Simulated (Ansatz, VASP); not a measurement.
# TaCo (1 ML Co on Ta(001), 1 substrate layers): VASP beside Ansatz, part 2 of 2

One calculation is typed for both programs; each brings its own data sets. How far apart do they land? The cell is taken from a series of runs on this material, whose earlier steps may have relaxed, scaled, displaced or heated it; both programs get it as it stands.

VASP 6.6.1 and Ansatz 0.2.0.

So far: The structure; Ansatz: single point, PBE, pair 1; VASP: single point, PBE, pair 1; Comparison; Ansatz: single point, PBE, pair 2.

### Step 6. VASP: single point, PBE, pair 2

Level of this step: PBE, spin-polarised from a ferrimagnetic start; plane waves and PAW (Ta_pv, Co) (VASP).

The same cell, functional, mesh and smearing now go to VASP, with its own data sets.

INCAR reads:

```
SYSTEM = TaCo
PREC = Accurate
ENCUT = 520
EDIFF = 1E-06
NELM = 200
ISMEAR = -1
SIGMA = 0.1
LREAL = .FALSE.
ALGO = Normal
GGA = PE
NBANDS = 18
ISPIN = 2
MAGMOM = -0.45 1.09
LASPH = .TRUE.
LMAXMIX = 4
LORBIT = 11
LWAVE = .FALSE.
LCHARG = .FALSE.
ISIF = 2
NUPDOWN = 0.284
GGA_COMPAT = .FALSE.
KPAR = 2
```

POSCAR reads:

```
TaCo
1.0
    3.3025600000      0.0000000000      0.0000000000
    0.0000000000      3.3025600000      0.0000000000
    0.0000000000      0.0000000000     15.3149980000
Ta Co
1 1
Direct
    0.0000000000      0.0000000000      0.4570680000
    0.5000000000      0.5000000000      0.5429320000
```

KPOINTS reads:

```
Automatic mesh
0
Gamma
6 6 1
0 0 0
```

Potentials, in the order of the species: Ta_pv and Co (PBE family, release 64).

Started as:

```sh
> mpirun -np 2 vasp_std
```

Numbers of over 12 decimals in the logs are rounded to 6 here.

The log of the run:

```text
[... set-up lines as in an earlier step ...]
 entering main loop
       N       E                     dE             d eps       ncg     rms          rms(c)
DAV:   1     0.936577287650E+02    0.93658E+02   -0.90095E+03   888   0.857E+02
DAV:   2    -0.112315741318E+02   -0.10489E+03   -0.99866E+02   822   0.209E+02
DAV:   3    -0.166881695100E+02   -0.54566E+01   -0.51141E+01  1036   0.440E+01
DAV:   4    -0.168524823325E+02   -0.16431E+00   -0.16217E+00   898   0.736E+00
[...]
DAV:  29    -0.150945660584E+02   -0.37553E-05   -0.80369E-07   638   0.502E-03    0.484E-04
DAV:  30    -0.150945683487E+02   -0.22903E-05   -0.39330E-07   640   0.299E-03    0.346E-04
DAV:  31    -0.150945693031E+02   -0.95436E-06   -0.12207E-07   642   0.106E-03
   1 F= -.15094569E+02 E0= -.15025047E+02  d E =-.139044E+00  mag=     0.2840
```

Parts of OUTCAR (step 6):

```text
  Total       -7.9245522     -7.9245522     -2.7461544      0.0000000      0.0000000      0.0000000
  in kB      -76.0093354    -76.0093354    -26.3400836      0.0000000      0.0000000      0.0000000
  external PRESSURE =     -59.4529181 kB  Pullay stress =       0.0000000 kB

 POSITION                                       TOTAL-FORCE (eV/Angst)
 -----------------------------------------------------------------------------------
      0.00000      0.00000      7.00000         0.000000      0.000000      2.084772
      1.65128      1.65128      8.31500         0.000000     -0.000000     -2.084772
 -----------------------------------------------------------------------------------
    total drift:                                0.000000      0.000000     -0.000037

  FREE ENERGIE OF THE ION-ELECTRON SYSTEM (eV)
  ---------------------------------------------------
  free  energy   TOTEN  =       -15.0945693031 eV

  energy  without entropy=      -14.9555254487  energy(sigma->0) =      -15.02504738

 magnetization (x)
# of ion       s       p       d       tot
------------------------------------------
    1       -0.022  -0.016  -0.475  -0.513
    2        0.025  -0.007   1.042   1.061
--------------------------------------------------
tot          0.003  -0.023   0.568   0.548

[... 2 parts as in an earlier step ...]

[... 1 further part left out ...]
[key lines of the parts left out:]
E-fermi :  -2.0168
```

The magnetic state follows from one typed start and may not be the lowest.

### Step 7. Side by side

What differs besides the data sets and the points named for the pairs above, as far as they apply: the data sets hold 30 valence electrons in Ansatz (on its default PAW (the set named soft_2) files) and 20 in VASP. Total energies have different zeros and are not compared.

The two programs side by side:

| quantity | Ansatz | VASP | difference |
| --- | --- | --- | --- |
| total moment, fixed by the input (μB) | 0.28 | 0.28 | 0.00 |
| moment on Co2 (μB) | 1.09 | 1.06 | +0.03 |
| moment on Ta1 (μB) | -0.45 | -0.51 | +0.06 |

With vacuum in the cell, a pressure given here is an average over mostly empty space and none of the material.

### Step 8. Ansatz: single point, PBE, pair 3

With cell and atoms fixed, the geometry can't cause a difference; cores, projectors, grids and the points listed under the comparison can.

The cell is taken from a series of runs on this material, whose earlier steps may have relaxed, scaled, displaced or heated it; both programs get it as it stands.

input.yaml reads:

```yaml
crystal:
  lattice:
    - [3.30256, 0.0, 0.0]
    - [0.0, 3.30256, 0.0]
    - [0.0, 0.0, 15.314998]
  atoms:
    - { symbol: Ta, position: [0.0, 0.0, 0.457068] }
    - { symbol: Co, position: [0.5, 0.5, 0.542932], spin: 0.569 }
magnetization:
  spin_polarized: true
  initial_magnetization: 0.569
  spin_locking: { lock_magnetization: hard }
kpoints:
  mp_grid: { grid: [6, 6, 1] }
hamiltonian:
  xc: pbe
scf:
  occupations: { method: fermi_dirac, width: 0.1 }
  max_iter: 120
  convergence: { dr2_threshold: 1.0e-08 }
basis:
  ecutwfc: 420.0
```

Started as:

```sh
> ansatz run input.yaml --threads 1 --pin off --max-ram 2048MiB --backend cpu --events-out ev --progress --plain --runs-dir out
```

The log of the run:

```text
[...]
Crystal: 2 atoms, lattice volume = 167.039 Å³
Basis set: ecut = 420 eV, 3275 PW (Γ)
Bands: 20, of which v1, the nominal top of the filled ones, is band 15 counted from 1 (14 counted from 0)
Symmetry: 8 space group operations
[...]
k-points: 10 of 36
[...]
Starting moments: Σ|m| = 0.569 μB on 1 of 2 sites
[...]
Magnetization: 0.5690 μB (15.2845 up, 14.7155 down)
Absolute magnetization: 2.1255 μB (∫|ρ↑−ρ↓|, with the PAW one-centre terms)
[...]
Per-site moments (μB) at R_I (Å): [(-0.388681, 1.105523), (1.257099, 1.105523)]
Free energy (F): -15054.649942 eV
[...]
Internal energy: -15054.522312 eV  (E = F + TS)
E sigma→0 (E₀):  -15054.586127 eV
Entropy (-TS):   -0.127629 eV (-63.815 meV/atom)
Fermi energy:    -0.134589 (↑ -0.214639, ↓ -0.054540) eV
[...]
[key lines of the parts left out:]
SCF converged after 16 iterations
```

### Step 9. VASP: single point, PBE, pair 3

The same cell, functional, mesh and smearing now go to VASP, with its own data sets.

INCAR: that of step 6 with these lines changed.

```diff
@@ -12,3 +12,3 @@
 ISPIN = 2
-MAGMOM = -0.45 1.09
+MAGMOM = -0.39 1.26
 LASPH = .TRUE.
@@ -19,3 +19,3 @@
 ISIF = 2
-NUPDOWN = 0.284
+NUPDOWN = 0.569
 GGA_COMPAT = .FALSE.
```

POSCAR is that of step 6.

KPOINTS is that of step 6.

Started as:

```sh
> mpirun -np 2 vasp_std
```

The log of the run:

```text
[... set-up lines as in an earlier step ...]
 entering main loop
       N       E                     dE             d eps       ncg     rms          rms(c)
DAV:   1     0.935809831509E+02    0.93581E+02   -0.90114E+03   888   0.857E+02
DAV:   2    -0.112180373077E+02   -0.10480E+03   -0.99718E+02   822   0.209E+02
DAV:   3    -0.167035846108E+02   -0.54855E+01   -0.51358E+01  1042   0.441E+01
DAV:   4    -0.168613235935E+02   -0.15774E+00   -0.15584E+00   890   0.724E+00
[...]
DAV:  29    -0.151164563346E+02   -0.27614E-05   -0.31033E-07   630   0.287E-03    0.366E-04
DAV:  30    -0.151164580121E+02   -0.16776E-05   -0.17630E-07   612   0.132E-03    0.303E-04
DAV:  31    -0.151164587008E+02   -0.68867E-06   -0.62043E-08   626   0.729E-04
   1 F= -.15116459E+02 E0= -.15051677E+02  d E =-.129563E+00  mag=     0.5690
```

Parts of OUTCAR (step 9):

```text
  Total       -7.8988812     -7.8988812     -2.5751857      0.0000000     -0.0000000      0.0000000
  in kB      -75.7631086    -75.7631086    -24.7002165      0.0000000     -0.0000000      0.0000000
  external PRESSURE =     -58.7421446 kB  Pullay stress =       0.0000000 kB

 POSITION                                       TOTAL-FORCE (eV/Angst)
 -----------------------------------------------------------------------------------
      0.00000      0.00000      7.00000         0.000000      0.000000      1.953595
      1.65128      1.65128      8.31500        -0.000000      0.000000     -1.953595
 -----------------------------------------------------------------------------------
    total drift:                                0.000000      0.000000     -0.000038

  FREE ENERGIE OF THE ION-ELECTRON SYSTEM (eV)
  ---------------------------------------------------
  free  energy   TOTEN  =       -15.1164587008 eV

  energy  without entropy=      -14.9868960184  energy(sigma->0) =      -15.05167736

 magnetization (x)
# of ion       s       p       d       tot
------------------------------------------
    1       -0.021  -0.015  -0.404  -0.439
    2        0.029  -0.007   1.201   1.223
--------------------------------------------------
tot          0.008  -0.021   0.797   0.784

[... 2 parts as in an earlier step ...]

[... 1 further part left out ...]
[key lines of the parts left out:]
E-fermi :  -2.0347
```

### Step 10. Side by side

What differs besides the data sets and the points named for the pairs above, as far as they apply: the data sets hold 30 valence electrons in Ansatz (on its default PAW (the set named soft_2) files) and 20 in VASP. Total energies have different zeros and are not compared.

The two programs side by side:

| quantity | Ansatz | VASP | difference |
| --- | --- | --- | --- |
| total moment, fixed by the input (μB) | 0.57 | 0.57 | 0.00 |
| moment on Co2 (μB) | 1.26 | 1.22 | +0.03 |
| moment on Ta1 (μB) | -0.39 | -0.44 | +0.05 |

With vacuum in the cell, a pressure given here is an average over mostly empty space and none of the material.

### Step 11. What came out

| Item | Value |
| --- | --- |
| difference in total moment (single point, PBE, pair 1) | -0.0053 μB |
| difference in moment on Ta1 (single point, PBE, pair 2) | 0.059 μB |
| difference in moment on Ta1 (single point, PBE, pair 3) | 0.050 μB |

**Reading.** The difference in total moment is -0.0053 μB (single point, PBE, pair 1). The data sets hold unlike numbers of valence electrons (30 in Ansatz and 20 in VASP), so part of the differences comes from the potentials. 5 further runs of this series are not shown here. How closely two codes agree says nothing of how well the functional describes the real material.

[Lines on the potential files, build, host, timing and source positions are cut from VASP's logs without a mark.]

[Logs are printed without paths, hosts, clocks, repeated set-up lines and the standing remarks that a program may print on its own settings, such as how far it seeks lower states.]

[Hosts, paths, dates, database ids (printed as entryN), source tags and the programs' standing remarks are cut or masked in the printed files.]
